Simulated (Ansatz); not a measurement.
**ZnSe (zincblende): G0W0 against its settings**

Zincblende ZnSe, relaxed with r2SCAN; one-shot G0W0 in Ansatz without spin-orbit coupling. No spin polarisation and no zero-point or thermal motion.

```
Zn Se
1.0
     0.00000    2.83242    2.83242
     2.83242    0.00000    2.83242
     2.83242    2.83242    0.00000
Zn Se
1 1
Direct
  0.00000 0.00000 0.00000
  0.25000 0.25000 0.25000
```

Gaps are read over the mesh points alone. G0W0 here is at a finite number of bands, screening cutoff and k mesh, not at the basis limit.
```json
{"start": "PBE", "potentials": "PAW", "frequency model": "contour deformation", "mesh": "6×6×6", "empty bands": "103", "screening cutoff (eV)": "100", "Kohn-Sham gap (eV)": "1.29", "G0W0 gap (eV)": "2.40"}
{"start": "PBE", "potentials": "PAW", "frequency model": "contour deformation", "mesh": "6×6×6", "empty bands": "249", "screening cutoff (eV)": "180", "Kohn-Sham gap (eV)": "1.29", "G0W0 gap (eV)": "2.35"}
{"start": "PBE", "potentials": "PAW", "frequency model": "contour deformation", "mesh": "6×6×6", "empty bands": "483", "screening cutoff (eV)": "260", "Kohn-Sham gap (eV)": "1.29", "G0W0 gap (eV)": "2.34"}
{"start": "HSE06", "potentials": "PAW", "frequency model": "contour deformation", "mesh": "6×6×6", "empty bands": "249", "screening cutoff (eV)": "180", "Kohn-Sham gap (eV)": "2.42", "G0W0 gap (eV)": "2.93"}
{"start": "r2SCAN", "potentials": "PAW", "frequency model": "contour deformation", "mesh": "6×6×6", "empty bands": "249", "screening cutoff (eV)": "180", "Kohn-Sham gap (eV)": "1.87", "G0W0 gap (eV)": "2.65"}
{"start": "PBE0", "potentials": "PAW", "frequency model": "contour deformation", "mesh": "6×6×6", "empty bands": "249", "screening cutoff (eV)": "180", "Kohn-Sham gap (eV)": "3.05", "G0W0 gap (eV)": "3.11"}
{"start": "PBE", "potentials": "PAW", "frequency model": "Godby-Needs pole", "mesh": "6×6×6", "empty bands": "249", "screening cutoff (eV)": "180", "Kohn-Sham gap (eV)": "1.29", "G0W0 gap (eV)": "2.39"}
{"start": "PBE", "potentials": "PAW", "frequency model": "contour deformation", "mesh": "8×8×8", "empty bands": "73", "screening cutoff (eV)": "80", "Kohn-Sham gap (eV)": "1.29", "G0W0 gap (eV)": "2.45"}
{"start": "PBE", "potentials": "norm-conserving", "frequency model": "contour deformation", "mesh": "6×6×6", "empty bands": "249", "screening cutoff (eV)": "180", "Kohn-Sham gap (eV)": "1.29", "G0W0 gap (eV)": "2.32"}
```

The quasiparticle gap on this mesh is 2.34 eV (direct at Γ), against 1.29 eV from PBE: +1.05 eV. Renormalisation factors Z lie between 0.74 and 0.80.

Raising bands and cutoff together moves the gap by -0.05 eV (100 to 180 eV), then -0.01 eV (180 to 260 eV); the last step is small, which bounds nothing strictly. Starting from HSE06 (2.42 eV against PBE's 1.29 eV) gives 2.93 eV, +0.58 eV from G0W0@PBE at the same screening cutoff. Starting from r2SCAN (1.87 eV against PBE's 1.29 eV) gives 2.65 eV, +0.30 eV from G0W0@PBE at the same screening cutoff. Starting from PBE0 (3.05 eV against PBE's 1.29 eV) gives 3.11 eV, +0.76 eV from G0W0@PBE at the same screening cutoff. The Godby-Needs plasmon pole differs from contour deformation by +0.04 eV. Norm-conserving potentials (wave cutoff 1170 eV against 420 eV) shift the quasiparticle gap by -0.03 eV and the PBE gap by 0.00 eV. r2SCAN runs take a wave cutoff of 500 eV.

With a shallow d shell on the cation, G0W0 converges slowly in bands and cutoff, so these values are in doubt.
